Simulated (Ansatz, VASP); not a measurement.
**BN in VASP and in Ansatz**

Contents of INCAR:

```
SYSTEM = BN
PREC     = Accurate       ! precision mode
ENCUT    = 520            ! plane-wave cutoff, eV
EDIFF    = 1E-7           ! SCF threshold, eV
ISMEAR   = 0              ! smearing method
SIGMA    = 0.05           ! smearing width, eV
LREAL    = .FALSE.        ! projectors in reciprocal space
LASPH    = .TRUE.         ! aspherical terms in the spheres
NELM     = 80             ! most SCF steps
ALGO     = Normal         ! electronic algorithm
ISIF     = 2              ! what is computed and relaxed
LWAVE    = .FALSE.        ! write WAVECAR
LCHARG   = .TRUE.         ! write CHGCAR
GGA      = PE             ! functional
LELF     = .TRUE.         ! ELF
LVHAR    = .TRUE.       
NBANDS   = 16             ! bands
```

File KPOINTS:

```
Automatic mesh
0
G
  6 6 6
  0 0 0
```

Contents of POSCAR:

```
BN
1.0
    0.0000000000     -1.8123937734     -1.7882889362
   -1.7882889362      0.0000000000     -1.7882889362
    1.7882889362      1.8123937734     -3.5765778724
B N
2 2
Direct
   -0.0063974680      0.0285243107      0.0000000000
    0.5063974680      0.4714756893      0.5000000000
    0.3684530531      0.4041907904      0.8750000000
    0.8815469469      0.8458092096      0.3750000000
```

Input for Ansatz:

```yaml
crystal:
  lattice:
    - [0.0, -1.8123937734, -1.7882889362]
    - [-1.7882889362, 0.0, -1.7882889362]
    - [1.7882889362, 1.8123937734, -3.5765778724]
  atoms:
    - { symbol: B, position: [-0.006397468, 0.0285243107, 0.0] }
    - { symbol: B, position: [0.506397468, 0.4714756893, 0.5] }
    - { symbol: "N", position: [0.3684530531, 0.4041907904, 0.875] }
    - { symbol: "N", position: [0.8815469469, 0.8458092096, 0.375] }
basis:
  ecutwfc: 520.0
kpoints:
  mp_grid: { grid: [6, 6, 6] }
hamiltonian:
  xc: pbe
scf:
  occupations: { method: gaussian, width: 0.05 }
output:
  forces: true
  stress: true
  eigenvalues: true
```

Change from the starting cell: mode 4 frozen in at -0.068 Å, equal normal strain along x and y -0.0133.

Alike in both runs: task single point; functional PBE; k mesh 6 × 6 × 6; occupations gaussian, width 0.05 eV; no spin polarisation.

```csv
,VASP,Ansatz
version,VASP 6.6.1,Ansatz 0.2.0
potentials or method,"VASP PAW PBE potentials, release 64 (B, N)","scalar-relativistic, plane waves, PAW"
plane-wave cutoff (eV),520,520
valence electrons in the cell,16,16
```

```csv
,VASP,Ansatz,Ansatz less VASP
gap on the k mesh at the Fermi level (eV),4.31,4.32,+0.012
least direct gap on the mesh (eV),6.22,6.24,+0.014
pressure (GPa),10.6,10.3,-0.27
largest component of the traceless stress (GPa),4.68,4.67,-0.003
rms of the force components (eV/Å),0.411,0.411,+0.0004
```

Atom by atom the forces differ by 0.000 eV/Å (rms over components).

Caveats: the k mesh is coarse (spacing up to 0.48 Å⁻¹), so the values aren't converged. A k mesh can miss the band edges.
